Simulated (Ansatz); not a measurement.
The calculation used DFT PBE, scalar-relativistic, plane waves, PAW (Ansatz 0.2.0). All cells share a 420 eV cutoff and Γ-centred k meshes spaced at most about 0.3 Å⁻¹ (about 0.25 or finer for metals, 2π included). No spin polarisation in the final relaxations.

All energies are static (0 K, no zero-point motion).

Two relaxed structures of MoS:

A.

```yaml
crystal:
  lattice:
    - [3.00488, 0.00000, 0.00000]
    - [0.00000, 3.00488, 0.00000]
    - [0.00000, 0.00000, 3.00488]
  atoms:
    - { symbol: Mo, position: [0.00000, 0.00000, 0.00000] }
    - { symbol: S, position: [0.50000, 0.50000, 0.50000] }
```

B.

```yaml
crystal:
  lattice:
    - [3.20534, 0.00000, 0.00000]
    - [-1.60267, 2.77591, 0.00000]
    - [0.00000, 0.00000, 3.28123]
  atoms:
    - { symbol: Mo, position: [0.66667, 0.33333, 0.50000] }
    - { symbol: S, position: [0.33333, 0.66667, 0.00000] }
```

Question: Which form is favoured at zero pressure, and by what margin per atom?

Answer: B is lower, by 99 meV/atom. A has the caesium chloride type, space group Pm-3m (No. 221), 13.6 Å³/atom and no gap on its mesh; B has the tungsten carbide type, space group P-6m2 (No. 187), 14.6 Å³/atom and no gap. Counting S atoms around Mo (those within 1.25 times the shortest such distance or 1.15 times the sum of covalent radii, 1.27 where that leaves under three), A has Mo 8 and B has Mo 6. The lower one is the more open, so pressure narrows the difference. In A, Mo is surrounded by 8 S at 2.60 Å and 6 Mo at 3.00 Å; around S lie 8 Mo at 2.60 Å and 6 S at 3.00 Å. In B, Mo has 6 S at 2.47 Å; around S lie 6 Mo at 2.47 Å. Both come from invented guesses.

Cells relaxed within their symmetry can be saddle points.

The tungsten carbide arrangement wins by 99 meV/atom even though Mo has fewer S neighbours there, so the number of contacts doesn't decide the order. Its six Mo–S bonds are shorter, 2.47 Å against 2.60 Å, and the trigonal prism around Mo is the one familiar from molybdenum disulfide. This suggests that directional overlap of Mo d with S p orbitals outweighs the denser packing of the caesium chloride form, where the cube spreads the bonding over eight longer contacts and S atoms are pressed to 3.00 Å from each other.

The missing gap in the prismatic form is chemically reasonable. Formally divalent Mo keeps more d electrons than the tetravalent Mo of the semiconducting disulfide, and the extra electrons probably occupy d bands that are empty there, with Mo–Mo interaction broadening them.

The energy difference ranks only these two structures and doesn't show that the monosulfide would resist disproportionation into molybdenum and its disulfide.
